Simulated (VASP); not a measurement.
A calculation with VASP 6.6.1 of Au (ASE script, structure typed inline):

run.py

```python
from ase import Atoms
from ase.calculators.vasp import Vasp
from ase.dft.bandgap import bandgap

atoms = Atoms(
    ['Au'],
    cell=[[0.0, 2.035, 2.035], [2.035, 0.0, 2.035], [2.035, 2.035, 0.0]],
    scaled_positions=[[0.0, 0.0, 0.0]],
    pbc=True,
)
calc = Vasp(
    directory='calc',
    xc='lda',
    pp='LDA',
    setups='minimal',
    prec='Accurate',
    encut=500,
    ediff=1e-07,
    ismear=0,
    sigma=0.02,
    lreal=False,
    lasph=True,
    nelm=80,
    algo='Normal',
    isif=2,
    lwave=False,
    lcharg=False,
    kpts=[11, 11, 11],
    gamma=True,
    nbands=12,
)
atoms.calc = calc

print('energy (eV):', atoms.get_potential_energy())
print('free energy (eV):', atoms.get_potential_energy(force_consistent=True))
print('forces (eV/A):')
print(atoms.get_forces())
print('stress (eV/A^3, Voigt):', atoms.get_stress())
print('Fermi level (eV):', calc.get_fermi_level())
gap, top, bottom = bandgap(calc)
print('band gap (eV):', gap, 'from (spin, k, band)', top, 'to', bottom)
```

Potentials or basis: VASP PAW LDA potentials, release 64 (Au).

Command:

```console
$ python run.py
```

Question: Write the same calculation in another form: native input, structure from a POSCAR.

Answer: As run:

INCAR

```
SYSTEM = Au
PREC     = Accurate       ! precision mode
ENCUT    = 500            ! plane-wave cutoff, eV
EDIFF    = 1E-7           ! SCF threshold, eV
ISMEAR   = 0              ! smearing method
SIGMA    = 0.02           ! smearing width, eV
LREAL    = .False.        ! projectors in reciprocal space
LASPH    = .True.         ! aspherical terms in the spheres
NELM     = 100            ! most SCF steps
ALGO     = Fast           ! electronic algorithm
ISIF     = 2              ! what is computed and relaxed
LWAVE    = .False.        ! write WAVECAR
LCHARG   = .False.        ! write CHGCAR
GGA      = CA             ! functional
NBANDS   = 12             ! bands
```

The input KPOINTS:

```
Automatic mesh
0
Gamma
  11 11 11
  0 0 0
```

The input POSCAR:

```
Au
1.0
    0.0000000000      2.0350000000      2.0350000000
    2.0350000000      0.0000000000      2.0350000000
    2.0350000000      2.0350000000      0.0000000000
Au
1
Cartesian
    0.0000000000      0.0000000000      0.0000000000
```

Potentials or basis: VASP PAW LDA potentials, release 64 (Au).

The run is started by

```bash
$ cat potpaw_LDA.64/Au/POTCAR > POTCAR
$ mpirun -np 1 vasp_std > vasp.out
```

Both were run:

|  | ASE script, structure typed inline | native input, structure from a POSCAR |
| --- | --- | --- |
| Pressure | -2.6 GPa | -2.5 GPa |
| Band gap on the k mesh | none (metal or under the smearing width) | none (metal or under the smearing width) |

Keys that steer only the numerical path or the files written may differ.
